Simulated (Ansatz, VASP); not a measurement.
# Ca: VASP beside Ansatz

File INCAR:

```
ALGO = Fast
EDIFF = 1E-7
ENCUT = 520
GGA = PE
ISIF = 2
ISMEAR = 0
LASPH = True
LCHARG = False
LREAL = False
LWAVE = False
NBANDS = 17
NELM = 100
PREC = Accurate
SIGMA = 0.1
```

KPOINTS

```
k-points
0
Gamma
  6 6 4
```

The input POSCAR:

```
Ca
1.0
    3.3997490623      0.0000000000      0.0000000000
   -1.6998745311      2.9442690544      0.0000000000
    0.0000000000      0.0000000000      5.3442299361
Ca
2
Direct
    0.3333333333      0.6666666667      0.7500000000
    0.6666666667      0.3333333333      0.2500000000
```

Input for Ansatz:

```yaml
crystal:
  lattice:
    - [3.3997490623, 0.0, 0.0]
    - [-1.6998745311, 2.9442690544, 0.0]
    - [0.0, 0.0, 5.3442299361]
  atoms:
    - { symbol: Ca, position: [0.3333333333, 0.6666666667, 0.75] }
    - { symbol: Ca, position: [0.6666666667, 0.3333333333, 0.25] }
basis:
  ecutwfc: 420
kpoints:
  mp_grid: { grid: [6, 6, 4] }
hamiltonian:
  xc: pbe
scf:
  occupations: { method: gaussian, width: 0.1 }
output:
  forces: true
  stress: true
  eigenvalues: true
```

Alike in both runs: task single point; functional PBE; k mesh 6 × 6 × 4; occupations gaussian, width 0.1 eV; no spin polarisation.

|  | VASP | Ansatz |
| --- | --- | --- |
| version | VASP 6.6.1 | Ansatz 0.2.0 |
| potentials or method | VASP PAW PBE potentials, release 64 (Ca_sv) | scalar-relativistic, plane waves, PAW |
| plane-wave cutoff (eV) | 520 | 420 |
| valence electrons in the cell | 20 | 20 |

|  | VASP | Ansatz | Ansatz less VASP |
| --- | --- | --- | --- |
| gap on the k mesh at the Fermi level (eV) | none | none | - |
| pressure (GPa) | 15.7 | 15.7 | -0.03 |
| largest component of the traceless stress (GPa) | 2.14 | 2.13 | -0.008 |

A gap of «none» marks a metal or a gap that the smearing closes. The functional is the same, so the differences come from potentials, cutoffs and numerics.

Caveats: so large a pressure means that the cell lies far from this level's equilibrium, or that cutoff or potentials fall short (VASP).
